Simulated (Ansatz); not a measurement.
Ansatz input file:

```yaml
crystal:
  lattice:
    - [5.118, 0.0, 0.0]
    - [0.0, 5.1857, 0.0]
    - [-0.8586630598, 0.0, 5.2138671406]
  atoms:
    - { symbol: Hf, position: [0.2755, 0.0397, 0.208] }
    - { symbol: Hf, position: [0.7245, 0.5397, 0.292] }
    - { symbol: Hf, position: [0.7245, 0.9603, 0.792] }
    - { symbol: Hf, position: [0.2755, 0.4603, 0.708] }
    - { symbol: O, position: [0.4487, 0.7581, 0.4801] }
    - { symbol: O, position: [0.5513, 0.2581, 0.0199] }
    - { symbol: O, position: [0.5513, 0.2419, 0.5199] }
    - { symbol: O, position: [0.4487, 0.7419, 0.9801] }
    - { symbol: O, position: [0.0742, 0.3316, 0.3467] }
    - { symbol: O, position: [0.9258, 0.8316, 0.1533] }
    - { symbol: O, position: [0.9258, 0.6684, 0.6533] }
    - { symbol: O, position: [0.0742, 0.1684, 0.8467] }
basis:
  ecutwfc: 500
kpoints:
  mp_grid: { grid: [4, 4, 4] }
hamiltonian:
  xc: r2scan
scf:
  occupations: { method: gaussian, width: 0.1 }
output:
  forces: true
  stress: true
  eigenvalues: true
```

Launched with
```bash
ansatz run input.yaml --threads 4 --pin off --max-ram 10240MiB --backend cpu --events-out ev --progress --plain --runs-dir out
```

All numbers below come from DFT r2SCAN, scalar-relativistic, plane waves, PAW (Ansatz).

From the run's log, abridged:

```
Pseudopotentials: kind: paw
Pseudopotential: Hf, paw, valence charge 26, recommended cutoff 500 eV (meta_gga)
Pseudopotential: O, paw, valence charge 6, recommended cutoff 500 eV (meta_gga)
Functional definition: r2SCAN
Crystal: 12 atoms, lattice volume = 138.378 Å³
Basis set: ecut = 500 eV, 3541 PW (Γ), exchange–correlation on 160×160×160 points (64 copies of the dense FFT grid, shifted against one another)
Bands: 92, of which v1, the nominal top of the filled ones, is band 76 counted from 1 (75 counted from 0)
Symmetry: 4 space group operations
Space group: P21/c (ITA 14), of the structure as read, at distance tolerance 5.2e-5 Å
k-points: 30 of 64
Initial density: superposition of atomic densities (neutral atoms: chi_scale 0, normalization atom), corrected by the library's trained network
Initial wavefunctions: pseudopotential atomic-orbital guess
Functional: x = r2scan, c = r2scan; τ floored in thin density (d = 2e-4 eV/Å³)
SCF iter   1: F=—  HF=-67505.510051 eV  |F-HF|=—  |Δ(HF+E_count)|=         —  Δρ=1.06e-2  dr2=1.21e-1  dr2_τ=8.23e-1  ethr=1.77e-3  ⟨swp⟩=5.3  Hψ=8795  notcnv=0  defer=10
SCF iter   2: F=—  HF=-67505.712154 eV  |F-HF|=—  |Δ(HF+E_count)|=   2.02e-1  Δρ=5.58e-3  dr2=3.22e-2  dr2_τ=5.16e-3  ethr=7.97e-5  ⟨swp⟩=2.0  Hψ=5638  notcnv=0  defer=302
SCF iter   3: F=—  HF=-67505.709485 eV  |F-HF|=—  |Δ(HF+E_count)|=   2.67e-3  Δρ=3.45e-3  dr2=6.98e-3  dr2_τ=1.64e-3  ethr=2.12e-5  ⟨swp⟩=2.0  Hψ=3966  notcnv=0  defer=182
automatic band count: iteration 3 solves 88 bands in place of 92: the levels show a gap, and the empty bands left out lie too high to hold charge; the band table lists the bands solved (type scf.n_extra_bands for more)
SCF iter   4: F=—  HF=-67505.709739 eV  |F-HF|=—  |Δ(HF+E_count)|=   2.54e-4  Δρ=8.87e-4  dr2=7.45e-4  dr2_τ=1.43e-4  ethr=4.59e-6  ⟨swp⟩=2.0  Hψ=3298  notcnv=0  defer=182
SCF iter   5: F=—  HF=-67505.709825 eV  |F-HF|=—  |Δ(HF+E_count)|=   8.65e-5  Δρ=1.82e-4  dr2=2.26e-5  dr2_τ=5.24e-6  ethr=4.90e-7  ⟨swp⟩=2.0  Hψ=4618  notcnv=0  defer=182
SCF iter   6: F=—  HF=-67505.709840 eV  |F-HF|=—  |Δ(HF+E_count)|=   1.48e-5  Δρ=7.78e-5  dr2=7.52e-6  dr2_τ=1.21e-6  ethr=1.49e-8  ⟨swp⟩=2.0  Hψ=4720  notcnv=0  defer=182
SCF iter   7: F=—  HF=-67505.709839 eV  |F-HF|=—  |Δ(HF+E_count)|=   5.77e-7  Δρ=1.60e-5  dr2=3.10e-7  dr2_τ=4.96e-8  ethr=4.95e-9  ⟨swp⟩=2.0  Hψ=4258  notcnv=0  defer=182
SCF iter   8: F=-67505.709840 eV  HF=-67505.709840 eV  |F-HF|=1.83e-8  |Δ(HF+E_count)|=   8.90e-8  Δρ=5.86e-6  dr2=5.02e-8  dr2_τ=6.59e-9  ethr=6.58e-11  ⟨swp⟩=9.3  Hψ=11319  notcnv=0
SCF 1 converged in 8 iterations: F = -67505.709840 eV  dr2 = 5.02e-8
SCF converged after 8 iterations
Free energy (F): -67505.709840 eV
Harris-Foulkes:  -67505.709840 eV  (|F-HF|=1.83e-8)
Internal energy: -67505.709840 eV  (E = F + TS)
E sigma→0 (E₀):  -67505.709840 eV
Fermi energy:    16.065484 eV
--- Per-component energies (eV) ---
  E_band       = -101.828886
  E_kinetic    = 3100.054548
  E_local      = -24603.500745  (includes V_loc(G=0)·N_el)
  E_nonlocal   = -4608.687521
  E_hartree    = 11262.460935
  E_xc         = -1723.957676
  E_vxc        = -2021.477260  (∫ρ·V_xc dr)
  E_paw        = -29087.756435  (= ΣΔE_a)
  E_vpaw       = 5395.926554  (= ΣTr[D̂ρ^β])
  E_aug_tail   = 0.008346  (compensation charges beyond the density's cutoff)
  E_vtau       = 110.912415  (kinetic-family band-sum trace: ∫τ·v_τ [+ j·A + Jᵃ·Aᵃ] dr)
  E_ewald      = -21845.361851
  E_core_change = 1.030560  (= ΣΔE_core)
  E_smearing   =  0.000000  (= −TS)
--- Forces (eV/Å), atoms counted from 1 ---
  atom   1  Hf     0.14263369     0.00296035     0.04720121
  atom   2  Hf    -0.14263369     0.00296035    -0.04720121
  atom   3  Hf    -0.14263369    -0.00296035    -0.04720121
  atom   4  Hf     0.14263369    -0.00296035     0.04720121
  atom   5  O     -0.10340470    -0.03960074    -0.09109561
  atom   6  O      0.10340470    -0.03960074     0.09109561
  atom   7  O      0.10340470     0.03960074     0.09109561
  atom   8  O     -0.10340470     0.03960074    -0.09109561
  atom   9  O     -0.40417391     0.18921427    -0.11682602
  atom  10  O      0.40417391     0.18921427     0.11682602
  atom  11  O      0.40417391    -0.18921427     0.11682602
  atom  12  O     -0.40417391    -0.18921427    -0.11682602
--- Stress (GPa, compression-positive) ---
        0.310883       0.000000       0.349161
        0.000000      -0.435550       0.000000
        0.349154       0.000000       1.107285
  P = ⅓ Tr σ = 0.3275 GPa (3.275 kbar)
--- Band table (eV; the first three rows and the last of 30) ---
  k-point 0: bands = ["-48.1547", "-48.1343", "-48.1307", "-48.1300", "-16.5867", "-16.5577", "-16.5316", "-16.3288", "-16.2525", "-16.2073", "-16.1900", "-16.1497", "-16.1168", "-16.1158", "-16.0590", "-16.0072", "-5.3240", "-4.0211", "-3.8598", "-3.8538", "-3.3457", "-3.3350", "-3.2241", "-3.0999", "3.4787", "3.4901", "3.4910", "3.4911", "3.4959", "3.5028", "3.5092", "3.5113", "3.5139", "3.5165", "3.5170", "3.5222", "3.5227", "3.5236", "3.5284", "3.5313", "3.5348", "3.5373", "3.5399", "3.5417", "3.5417", "3.5523", "3.5544", "3.5641", "3.5691", "3.5826", "3.5916", "3.6256", "8.2481", "8.3452", "8.8652", "9.0268", "9.1322", "9.5050", "10.3100", "10.5834", "10.7351", "10.9380", "11.0005", "11 ...
  k-point 1: bands = ["-48.1515", "-48.1367", "-48.1308", "-48.1307", "-16.5439", "-16.5003", "-16.4944", "-16.3640", "-16.3000", "-16.1940", "-16.1883", "-16.1763", "-16.1232", "-16.1053", "-16.0689", "-16.0625", "-5.0841", "-3.9533", "-3.9531", "-3.8394", "-3.4548", "-3.3537", "-3.3134", "-3.1479", "3.4769", "3.4834", "3.4919", "3.4939", "3.4954", "3.5041", "3.5101", "3.5113", "3.5140", "3.5157", "3.5187", "3.5212", "3.5222", "3.5260", "3.5274", "3.5294", "3.5344", "3.5359", "3.5394", "3.5437", "3.5462", "3.5486", "3.5607", "3.5615", "3.5698", "3.5814", "3.5876", "3.6117", "8.4309", "8.6622", "9.1150", "9.2182", "9.4397", "9.6691", "10.0464", "10.3770", "10.4239", "10.8746", "11.0893", "11 ...
  k-point 2: bands = ["-48.1439", "-48.1439", "-48.1309", "-48.1309", "-16.4412", "-16.4412", "-16.4279", "-16.4279", "-16.3215", "-16.3215", "-16.1587", "-16.1587", "-16.1315", "-16.1315", "-16.0886", "-16.0886", "-4.4987", "-4.4987", "-3.8314", "-3.8314", "-3.4427", "-3.4427", "-3.2950", "-3.2950", "3.4766", "3.4766", "3.4940", "3.4940", "3.5013", "3.5013", "3.5107", "3.5107", "3.5121", "3.5121", "3.5191", "3.5191", "3.5253", "3.5253", "3.5290", "3.5290", "3.5332", "3.5332", "3.5387", "3.5387", "3.5536", "3.5536", "3.5688", "3.5688", "3.5757", "3.5757", "3.5837", "3.5837", "8.9345", "8.9345", "9.4460", "9.4460", "9.5751", "9.5751", "10.1498", "10.1498", "10.5677", "10.5677", "10.9048", "10 ...
  k-point 29: bands = ["-48.1405", "-48.1405", "-48.1343", "-48.1343", "-16.5617", "-16.5617", "-16.5308", "-16.5308", "-16.1854", "-16.1854", "-16.1175", "-16.1175", "-16.1147", "-16.1147", "-16.0507", "-16.0507", "-4.4622", "-4.4622", "-4.1377", "-4.1377", "-3.2597", "-3.2597", "-3.1978", "-3.1978", "3.4866", "3.4866", "3.4949", "3.4949", "3.5037", "3.5037", "3.5059", "3.5059", "3.5189", "3.5189", "3.5191", "3.5191", "3.5239", "3.5239", "3.5302", "3.5302", "3.5345", "3.5345", "3.5349", "3.5349", "3.5473", "3.5473", "3.5595", "3.5595", "3.5693", "3.5693", "3.5867", "3.5867", "9.1692", "9.1692", "9.4459", "9.4459", "9.7658", "9.7658", "10.1446", "10.1446", "10.9042", "10.9042", "11.0185", "1 ...
```

The run converged.

The run took 24 s on 4 threads of Intel(R) Xeon(R) Processor @ 2.50GHz (Skylake/Cascade Lake), on a shared host, peak memory 1.1 GiB.

The k mesh is coarse. Spin–orbit coupling is left out, which can shift energies with elements as heavy as these.